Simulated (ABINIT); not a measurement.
# Beyond one shot: GaN (P6_3mc), part 2 of 3

Wanted: G0W0 and self-consistent gaps of GaN (P6_3mc), with the cost of the cycles.

ABINIT 10.8.3; PBE and many-body steps on it, plane waves. Known limits of the many-body steps: not at the basis limit; no spin-orbit coupling; coarse k mesh.

So far. Step 5 (evGW0, cycle 1): Against G0W0 in ABINIT (3×3×2 mesh, 81 bands, screening to 130.6 eV, Godby-Needs plasmon pole), the gap moves by +0.141 eV. This first cycle still uses the starting levels; it takes the full correction, at all points of the mesh, and its linearised value is 2.597 eV. Step 6 (evGW0, cycle 2): Against the cycle before, the gap moves by −0.034 eV.

The database entry behind the starting cell has ideal inner coordinates that were not refined, so it need not match the best structure at ambient conditions.

### Step 7. evGW0, cycle 3

Level of this step: evGW0 on PBE, plane waves, norm-conserving pseudopotentials (ABINIT).

Contents of run.abi:

```
acell 3*1.0 Angstrom
rprim 
  3.190000000016 -0.000000000004 0.000000000000
  -1.595000000005 2.762621038088 0.000000000000
  0.000000000000 0.000000000000 5.189000000000
ntypat 2
znucl 31 7
natom 4
typat 1 1 2 2
xred 
  0.666666666667 0.333333333333 0.000000000000
  0.333333333333 0.666666666667 0.500000000000
  0.666666666667 0.333333333333 0.375000000000
  0.333333333333 0.666666666667 0.875000000000
pp_dirpath "pseudos"
pseudos "Ga.upf, N.upf"
ecut 45
ngkpt 3 3 2
nshiftk 1
shiftk 0 0 0
kptopt 1
chksymbreak 0
istwfk *1
occopt 1
irdwfk 1
optdriver 4
nband 81
gwcalctyp 10
ecutsigx 45
symsigma 1
nkptgw 6
kptgw 
  0.0000000000 0.0000000000 0.0000000000
  0.3333333333 0.0000000000 0.0000000000
  0.3333333333 0.3333333333 0.0000000000
  0.0000000000 0.0000000000 0.5000000000
  0.3333333333 0.0000000000 0.5000000000
  0.3333333333 0.3333333333 0.5000000000
bdgw 
  21 34
  21 34
  21 34
  21 34
  21 34
  21 34
ecuteps 4.8
irdscr 1
ppmodel 1
irdqps 1
indata_prefix "in"
outdata_prefix "out"
tmpdata_prefix "tmp"
```

The run is started by

```bash
$ OMP_NUM_THREADS=1 mpirun -n 4 abinit run.abi > log
```

Output:

```text
.Version 10.8.3 of ABINIT. v10.8.2 released Aug 2026.

 Symmetries : space group P6_3 m c (#186); Bravais hP (primitive hexag.)
[... echo of the input left out ...]
== DATASET  1 ==================================================================
-   mpi_nproc: 4, omp_nthreads: 1 (-1 if OMP is not activated)

--- !DatasetInfo
iteration_state: {dtset: 1, }
dimensions: {natom: 4, nkpt: 6, mband: 81, nsppol: 1, nspinor: 1, nspden: 1, mpw: 4506, }
cutoff_energies: {ecut:  45.0, pawecutdg:  -1.0, }
[...]
.  kptgw no:  4; Maximum DeltaE = (  -0.006  -0.000) for band index: 12
.  kptgw no:  5; Maximum DeltaE = (   0.021   0.000) for band index:  1
.  kptgw no:  6; Maximum DeltaE = (  -0.002   0.000) for band index: 12

== END DATASET(S) ==============================================================
================================================================================

 -outvars: echo values of variables after computation  --------
           etotal      0.0000000000E+00
            nband          81
             nkpt           6
          spgroup         186
 [... the other variables as echoed above ...]

 Calculation completed.
```

Run time: 24 s. Hardware: 4 MPI ranks of Arm Neoverse V2, shared host; peak memory 1 GiB.

Numbers from this step:

* quasiparticle gap on the mesh: 2.702 eV
* gap of the density functional on the mesh: 1.919 eV
* k of the valence top: 0, 0, 0
* k of the conduction bottom: 0, 0, 0
* least direct quasiparticle gap on the computed points: 2.702 eV

Against the cycle before, the gap moves by −0.002 eV.

### Step 8. Screening, 3×3×2 mesh, 81 bands, screening to 130.6 eV

This step: RPA screening on PBE, plane waves, norm-conserving pseudopotentials.

Contents of run.abi:

```
acell 3*1.0 Angstrom
rprim 
  3.190000000016 -0.000000000004 0.000000000000
  -1.595000000005 2.762621038088 0.000000000000
  0.000000000000 0.000000000000 5.189000000000
ntypat 2
znucl 31 7
natom 4
typat 1 1 2 2
xred 
  0.666666666667 0.333333333333 0.000000000000
  0.333333333333 0.666666666667 0.500000000000
  0.666666666667 0.333333333333 0.375000000000
  0.333333333333 0.666666666667 0.875000000000
pp_dirpath "pseudos"
pseudos "Ga.upf, N.upf"
ecut 45
ngkpt 3 3 2
nshiftk 1
shiftk 0 0 0
kptopt 1
chksymbreak 0
istwfk *1
occopt 1
irdwfk 1
optdriver 3
nband 81
ecuteps 4.8
inclvkb 2
awtr 1
symchi 1
gwcalctyp 10
mbpt_sciss 1.024 eV
nqptdm 1
qptdm 
  0 0 0
indata_prefix "in"
outdata_prefix "out"
tmpdata_prefix "tmp"
```

Output:

```text
.Version 10.8.3 of ABINIT. v10.8.2 released Aug 2026.

 Symmetries : space group P6_3 m c (#186); Bravais hP (primitive hexag.)
[... echo of the input left out ...]
== DATASET  1 ==================================================================
-   mpi_nproc: 4, omp_nthreads: 1 (-1 if OMP is not activated)

--- !DatasetInfo
iteration_state: {dtset: 1, }
dimensions: {natom: 4, nkpt: 6, mband: 81, nsppol: 1, nspinor: 1, nspden: 1, mpw: 4506, }
cutoff_energies: {ecut:  45.0, pawecutdg:  -1.0, }
electrons: {nelect:   5.20000000E+01, charge:   0.00000000E+00, occopt:   1.00000000E+00, tsmear:   1.00000000E-02, }

 SCREENING: Calculation of the susceptibility and dielectric matrices

 Based on a program developped by R.W. Godby, V. Olevano, G. Onida, and L. Reining.
 Incorporated in ABINIT by V. Olevano, G.-M. Rignanese, and M. Torrent.
.Using double precision arithmetic ; gwpc =  8

[... cell and pseudopotentials left out ...]
--------------------------------------------------------------------------------

 ==== K-mesh for the wavefunctions ====
 Number of points in the irreducible wedge :     6
[... list of points left out ...]
 Together with 12 symmetry operations and time-reversal symmetry
 yields    18 points in the full Brillouin Zone.

 ==== Q-mesh for the screening function ====
 Number of points in the irreducible wedge :     6
[... list of points left out ...]
 Together with 12 symmetry operations and time-reversal symmetry
 yields    18 points in the full Brillouin Zone.

 setmesh: FFT mesh size selected  =    24x   24x   40
          total number of points  =        23040

 vcoul_init : cutoff-mode = AUXILIARY_FUNCTION
 q-points for optical limit:   1
     1)      0.000010    0.000020    0.000030

 Dielectric matrix will be calculated only for some
 selected q points provided by the user through the input variables
 nqptdm and qptdm

- screening: taking advantage of time-reversal symmetry
- Maximum band index for partially occupied states nbvw = 26
- Remaining bands to be divided among processors   nbcw = 55
- Number of bands treated by each node ~13

 rdqps: reading QP wavefunctions of the previous step
        looking for file in_QPS
 file not found, 1st iteration initialized with KS eigenelements

 screening : performing a first self-consistency
 update of the energies in W by a scissor operator
 applying a scissor operator of [eV] :   1.024

 Number of electrons calculated from density =   52.0000; Expected =   52.0000
 average of density, n =  0.168504
 r_s =    1.1231
 omega_plasma =   39.5969 [eV]

 calculating chi0 at frequencies [eV] :
  1    0.000000E+00    0.000000E+00
  2    0.000000E+00    3.959690E+01

--------------------------------------------------------------------------------
  q-point number  1        q = ( 0.000000, 0.000000, 0.000000) [r.l.u.]
--------------------------------------------------------------------------------
[... chi0 elements left out ...]
 For q-point:  0.000010 0.000020 0.000030
  dielectric constant =   8.0061
  dielectric constant without local fields =   8.4945

  Average fulfillment of the sum rule on Im[epsilon] for q-point    1 :     31.96  [%]
[... wings left out ...]
== END DATASET(S) ==============================================================
================================================================================

 -outvars: echo values of variables after computation  --------
           etotal      0.0000000000E+00
            nband          81
             nkpt           6
          spgroup         186
 [... the other variables as echoed above ...]

 Calculation completed.
```

The job ended after 7.8 s (4 MPI ranks; peak memory 0.68 GiB; 31 s of CPU time).

Numbers from this step:

```
ε∞ with local fields, on this mesh, along the program's q direction : 8.006
the same without local fields                                       : 8.495
plasma frequency                                                    : 39.60 eV
plane waves in the screening matrix                                 : 147
```

This screening uses the functional's bands under a rigid shift, the mean opening of the cycle before.

### Step 9. Screening, 3×3×2 mesh, 81 bands, screening to 130.6 eV

This step: RPA screening on PBE from quasiparticle energies, plane waves, norm-conserving pseudopotentials.

run.abi, as its differences from that of step 8:

```diff
@@ -31,7 +31,11 @@
 symchi 1
+irdqps 1
 gwcalctyp 10
-mbpt_sciss 1.024 eV
-nqptdm 1
+nqptdm 5
 qptdm 
-  0 0 0
+  0.3333333333 0.0000000000 0.0000000000
+  0.3333333333 0.3333333333 0.0000000000
+  0.0000000000 0.0000000000 0.5000000000
+  0.3333333333 0.0000000000 0.5000000000
+  0.3333333333 0.3333333333 0.5000000000
 indata_prefix "in"
```

Contents of mrgscr.stdin:

```
2
merged
q0_SCR
out_SCR
1
```

The run is started by

```bash
$ OMP_NUM_THREADS=1 mpirun -n 4 abinit run.abi > log; mrgscr < mrgscr.stdin
```

Output:

```text
.Version 10.8.3 of ABINIT. v10.8.2 released Aug 2026.

 Symmetries : space group P6_3 m c (#186); Bravais hP (primitive hexag.)
[... echo of the input left out ...]
== DATASET  1 ==================================================================
-   mpi_nproc: 4, omp_nthreads: 1 (-1 if OMP is not activated)

--- !DatasetInfo
iteration_state: {dtset: 1, }
dimensions: {natom: 4, nkpt: 6, mband: 81, nsppol: 1, nspinor: 1, nspden: 1, mpw: 4506, }
cutoff_energies: {ecut:  45.0, pawecutdg:  -1.0, }
[...]
q-point number  1        q = ( 0.333333, 0.000000, 0.000000) [r.l.u.]
--------------------------------------------------------------------------------
[... chi0 elements left out ...]
  Average fulfillment of the sum rule on Im[epsilon] for q-point    2 :     35.68  [%]

--------------------------------------------------------------------------------
  q-point number  2        q = ( 0.333333, 0.333333, 0.000000) [r.l.u.]
--------------------------------------------------------------------------------
[... chi0 elements left out ...]
  Average fulfillment of the sum rule on Im[epsilon] for q-point    3 :     33.63  [%]

 [... 3 further q-points ...]
```

The job ended after 8.6 s (4 MPI ranks; peak memory 0.66 GiB).

This step gave:

```yaml
plasma_frequency: 39.60 eV
plane_waves_in_the_screening_matrix: 147
```

This screening reads the quasiparticle levels of the cycle before.

### Step 10. evGW, cycle 1

This step: evGW on PBE, plane waves, norm-conserving pseudopotentials.

run.abi, as its differences from that of step 9:

```diff
@@ -25,12 +25,10 @@
 irdwfk 1
-optdriver 3
+optdriver 4
 nband 81
-ecuteps 4.8
-inclvkb 2
-awtr 1
-symchi 1
-irdqps 1
 gwcalctyp 10
-nqptdm 5
-qptdm 
+ecutsigx 45
+symsigma 1
+nkptgw 6
+kptgw 
+  0.0000000000 0.0000000000 0.0000000000
   0.3333333333 0.0000000000 0.0000000000
@@ -40,2 +38,13 @@
   0.3333333333 0.3333333333 0.5000000000
+bdgw 
+  21 34
+  21 34
+  21 34
+  21 34
+  21 34
+  21 34
+ecuteps 4.8
+irdscr 1
+ppmodel 1
+irdqps 1
 indata_prefix "in"
```

The run is started by

```bash
$ OMP_NUM_THREADS=1 mpirun -n 4 abinit run.abi > log
```

Output:

```text
.Version 10.8.3 of ABINIT. v10.8.2 released Aug 2026.

 Symmetries : space group P6_3 m c (#186); Bravais hP (primitive hexag.)
[... echo of the input left out ...]
== DATASET  1 ==================================================================
-   mpi_nproc: 4, omp_nthreads: 1 (-1 if OMP is not activated)

--- !DatasetInfo
iteration_state: {dtset: 1, }
dimensions: {natom: 4, nkpt: 6, mband: 81, nsppol: 1, nspinor: 1, nspden: 1, mpw: 4506, }
cutoff_energies: {ecut:  45.0, pawecutdg:  -1.0, }
[...]
.  kptgw no:  4; Maximum DeltaE = (  -0.117  -0.000) for band index: 11
.  kptgw no:  5; Maximum DeltaE = (   0.106  -0.000) for band index:  1
.  kptgw no:  6; Maximum DeltaE = (   0.103  -0.000) for band index:  1

== END DATASET(S) ==============================================================
================================================================================

 -outvars: echo values of variables after computation  --------
           etotal      0.0000000000E+00
            nband          81
             nkpt           6
          spgroup         186
 [... the other variables as echoed above ...]

 Calculation completed.
```

Elapsed: 24 s, on 4 MPI ranks; peak memory 1 GiB; 96 s of CPU time.

This step gave:

```
quasiparticle gap on the mesh                         : 2.918 eV
gap of the density functional on the mesh             : 1.919 eV
k of the valence top                                  : 0, 0, 0
k of the conduction bottom                            : 0, 0, 0
least direct quasiparticle gap on the computed points : 2.918 eV
```

Against G0W0 in ABINIT (3×3×2 mesh, 81 bands, screening to 130.6 eV, Godby-Needs plasmon pole), the gap moves by +0.321 eV.

### Step 11. Screening, 3×3×2 mesh, 81 bands, screening to 130.6 eV

This step: RPA screening on PBE, plane waves, norm-conserving pseudopotentials.

Contents of run.abi:

```
acell 3*1.0 Angstrom
rprim 
  3.190000000016 -0.000000000004 0.000000000000
  -1.595000000005 2.762621038088 0.000000000000
  0.000000000000 0.000000000000 5.189000000000
ntypat 2
znucl 31 7
natom 4
typat 1 1 2 2
xred 
  0.666666666667 0.333333333333 0.000000000000
  0.333333333333 0.666666666667 0.500000000000
  0.666666666667 0.333333333333 0.375000000000
  0.333333333333 0.666666666667 0.875000000000
pp_dirpath "pseudos"
pseudos "Ga.upf, N.upf"
ecut 45
ngkpt 3 3 2
nshiftk 1
shiftk 0 0 0
kptopt 1
chksymbreak 0
istwfk *1
occopt 1
irdwfk 1
optdriver 3
nband 81
ecuteps 4.8
inclvkb 2
awtr 1
symchi 1
gwcalctyp 10
mbpt_sciss 1.267 eV
nqptdm 1
qptdm 
  0 0 0
indata_prefix "in"
outdata_prefix "out"
tmpdata_prefix "tmp"
```

Output:

```text
.Version 10.8.3 of ABINIT. v10.8.2 released Aug 2026.

 Symmetries : space group P6_3 m c (#186); Bravais hP (primitive hexag.)
[... echo of the input left out ...]
== DATASET  1 ==================================================================
-   mpi_nproc: 4, omp_nthreads: 1 (-1 if OMP is not activated)

--- !DatasetInfo
iteration_state: {dtset: 1, }
dimensions: {natom: 4, nkpt: 6, mband: 81, nsppol: 1, nspinor: 1, nspden: 1, mpw: 4506, }
cutoff_energies: {ecut:  45.0, pawecutdg:  -1.0, }
[...]
[... chi0 elements left out ...]
 For q-point:  0.000010 0.000020 0.000030
  dielectric constant =   7.6977
  dielectric constant without local fields =   8.1537

  Average fulfillment of the sum rule on Im[epsilon] for q-point    1 :     32.23  [%]
[... wings left out ...]
== END DATASET(S) ==============================================================
================================================================================

 -outvars: echo values of variables after computation  --------
           etotal      0.0000000000E+00
            nband          81
             nkpt           6
          spgroup         186
 [... the other variables as echoed above ...]

 Calculation completed.
```

It took 8 s on 4 MPI ranks; peak memory 0.68 GiB; 31 s of CPU time.

Numbers from this step:

- ε∞ with local fields, on this mesh, along the program's q direction: 7.698
- the same without local fields: 8.154
- plasma frequency: 39.60 eV
- plane waves in the screening matrix: 147

This screening uses the functional's bands under a rigid shift, the mean opening of the cycle before.

### Step 12. Screening, 3×3×2 mesh, 81 bands, screening to 130.6 eV

This step: RPA screening on PBE from quasiparticle energies, plane waves, norm-conserving pseudopotentials.

run.abi, as its differences from that of step 11:

```diff
@@ -31,7 +31,11 @@
 symchi 1
+irdqps 1
 gwcalctyp 10
-mbpt_sciss 1.267 eV
-nqptdm 1
+nqptdm 5
 qptdm 
-  0 0 0
+  0.3333333333 0.0000000000 0.0000000000
+  0.3333333333 0.3333333333 0.0000000000
+  0.0000000000 0.0000000000 0.5000000000
+  0.3333333333 0.0000000000 0.5000000000
+  0.3333333333 0.3333333333 0.5000000000
 indata_prefix "in"
```

mrgscr.stdin is that of step 9.

The run is started by

```bash
$ OMP_NUM_THREADS=1 mpirun -n 4 abinit run.abi > log; mrgscr < mrgscr.stdin
```

Output:

```text
.Version 10.8.3 of ABINIT. v10.8.2 released Aug 2026.

 Symmetries : space group P6_3 m c (#186); Bravais hP (primitive hexag.)
[... echo of the input left out ...]
== DATASET  1 ==================================================================
-   mpi_nproc: 4, omp_nthreads: 1 (-1 if OMP is not activated)

--- !DatasetInfo
iteration_state: {dtset: 1, }
dimensions: {natom: 4, nkpt: 6, mband: 81, nsppol: 1, nspinor: 1, nspden: 1, mpw: 4506, }
cutoff_energies: {ecut:  45.0, pawecutdg:  -1.0, }
[...]
q-point number  1        q = ( 0.333333, 0.000000, 0.000000) [r.l.u.]
--------------------------------------------------------------------------------
[... chi0 elements left out ...]
  Average fulfillment of the sum rule on Im[epsilon] for q-point    2 :     35.95  [%]

--------------------------------------------------------------------------------
  q-point number  2        q = ( 0.333333, 0.333333, 0.000000) [r.l.u.]
--------------------------------------------------------------------------------
[... chi0 elements left out ...]
  Average fulfillment of the sum rule on Im[epsilon] for q-point    3 :     33.82  [%]

 [... 3 further q-points ...]
```

The job ended after 9.2 s (4 MPI ranks; peak memory 0.66 GiB; 36 s of CPU time).

This step gave:

| Quantity | Value |
| --- | --- |
| plasma frequency | 39.60 eV |
| plane waves in the screening matrix | 147 |

This screening reads the quasiparticle levels of the cycle before.

### Step 13. evGW, cycle 2

This step: evGW on PBE, plane waves, norm-conserving pseudopotentials.

run.abi, as its differences from that of step 12:

```diff
@@ -25,12 +25,10 @@
 irdwfk 1
-optdriver 3
+optdriver 4
 nband 81
-ecuteps 4.8
-inclvkb 2
-awtr 1
-symchi 1
-irdqps 1
 gwcalctyp 10
-nqptdm 5
-qptdm 
+ecutsigx 45
+symsigma 1
+nkptgw 6
+kptgw 
+  0.0000000000 0.0000000000 0.0000000000
   0.3333333333 0.0000000000 0.0000000000
@@ -40,2 +38,13 @@
   0.3333333333 0.3333333333 0.5000000000
+bdgw 
+  21 34
+  21 34
+  21 34
+  21 34
+  21 34
+  21 34
+ecuteps 4.8
+irdscr 1
+ppmodel 1
+irdqps 1
 indata_prefix "in"
```

The run is started by

```bash
$ OMP_NUM_THREADS=1 mpirun -n 4 abinit run.abi > log
```

Output:

```text
.Version 10.8.3 of ABINIT. v10.8.2 released Aug 2026.

 Symmetries : space group P6_3 m c (#186); Bravais hP (primitive hexag.)
[... echo of the input left out ...]
== DATASET  1 ==================================================================
-   mpi_nproc: 4, omp_nthreads: 1 (-1 if OMP is not activated)

--- !DatasetInfo
iteration_state: {dtset: 1, }
dimensions: {natom: 4, nkpt: 6, mband: 81, nsppol: 1, nspinor: 1, nspden: 1, mpw: 4506, }
cutoff_energies: {ecut:  45.0, pawecutdg:  -1.0, }
[...]
.  kptgw no:  4; Maximum DeltaE = (  -0.022   0.000) for band index:  9
.  kptgw no:  5; Maximum DeltaE = (  -0.012   0.000) for band index: 11
.  kptgw no:  6; Maximum DeltaE = (   0.012  -0.000) for band index: 13

== END DATASET(S) ==============================================================
================================================================================

 -outvars: echo values of variables after computation  --------
           etotal      0.0000000000E+00
            nband          81
             nkpt           6
          spgroup         186
 [... the other variables as echoed above ...]

 Calculation completed.
```

Wall time 24 s (4 MPI ranks); peak memory 1 GiB.

This step gave:

```yaml
quasiparticle_gap_on_the_mesh: 2.944 eV
gap_of_the_density_functional_on_the_mesh: 1.919 eV
k_of_the_valence_top: 0, 0, 0
k_of_the_conduction_bottom: 0, 0, 0
least_direct_quasiparticle_gap_on_the_computed_points: 2.944 eV
```

Against the cycle before, the gap moves by +0.026 eV.

### Step 14. Screening, 3×3×2 mesh, 81 bands, screening to 130.6 eV

This step: RPA screening on PBE, plane waves, norm-conserving pseudopotentials.

Contents of run.abi:

```
acell 3*1.0 Angstrom
rprim 
  3.190000000016 -0.000000000004 0.000000000000
  -1.595000000005 2.762621038088 0.000000000000
  0.000000000000 0.000000000000 5.189000000000
ntypat 2
znucl 31 7
natom 4
typat 1 1 2 2
xred 
  0.666666666667 0.333333333333 0.000000000000
  0.333333333333 0.666666666667 0.500000000000
  0.666666666667 0.333333333333 0.375000000000
  0.333333333333 0.666666666667 0.875000000000
pp_dirpath "pseudos"
pseudos "Ga.upf, N.upf"
ecut 45
ngkpt 3 3 2
nshiftk 1
shiftk 0 0 0
kptopt 1
chksymbreak 0
istwfk *1
occopt 1
irdwfk 1
optdriver 3
nband 81
ecuteps 4.8
inclvkb 2
awtr 1
symchi 1
gwcalctyp 10
mbpt_sciss 1.296 eV
nqptdm 1
qptdm 
  0 0 0
indata_prefix "in"
outdata_prefix "out"
tmpdata_prefix "tmp"
```

Output:

```text
.Version 10.8.3 of ABINIT. v10.8.2 released Aug 2026.

 Symmetries : space group P6_3 m c (#186); Bravais hP (primitive hexag.)
[... echo of the input left out ...]
== DATASET  1 ==================================================================
-   mpi_nproc: 4, omp_nthreads: 1 (-1 if OMP is not activated)

--- !DatasetInfo
iteration_state: {dtset: 1, }
dimensions: {natom: 4, nkpt: 6, mband: 81, nsppol: 1, nspinor: 1, nspden: 1, mpw: 4506, }
cutoff_energies: {ecut:  45.0, pawecutdg:  -1.0, }
[...]
[... chi0 elements left out ...]
 For q-point:  0.000010 0.000020 0.000030
  dielectric constant =   7.6633
  dielectric constant without local fields =   8.1157

  Average fulfillment of the sum rule on Im[epsilon] for q-point    1 :     32.26  [%]
[... wings left out ...]
== END DATASET(S) ==============================================================
================================================================================

 -outvars: echo values of variables after computation  --------
           etotal      0.0000000000E+00
            nband          81
             nkpt           6
          spgroup         186
 [... the other variables as echoed above ...]

 Calculation completed.
```

Wall time 8.1 s (4 MPI ranks); peak memory 0.64 GiB.

This step gave:

```
ε∞ with local fields, on this mesh, along the program's q direction : 7.663
the same without local fields                                       : 8.116
plasma frequency                                                    : 39.60 eV
plane waves in the screening matrix                                 : 147
```

This screening uses the functional's bands under a rigid shift, the mean opening of the cycle before.

(Part 2 of 3 ends here.)

[Paths, hosts, dates, memory and timing lines, banners, echoed tables and standing remarks are left out of the program output.]

[Logs are printed without paths, hosts, clocks, repeated set-up lines and the standing remarks that a program may print on its own settings, such as how far it seeks lower states.]

[Runs of the session that timed out or met a known fault of the program may be left out.]

[Hosts, paths, dates, database ids (printed as entryN), source tags and the programs' standing remarks are cut or masked in the printed files.]

[G0W0 gaps are taken among the corrected bands and points alone; a level outside them can change the order at an edge.]

[Where Ansatz stands beside ABINIT at settings called matched, ABINIT's density can come from a denser mesh and the files from another edition; pairs whose starting gaps differed by over 0.03 eV were left out, so agreement reads better than it is.]
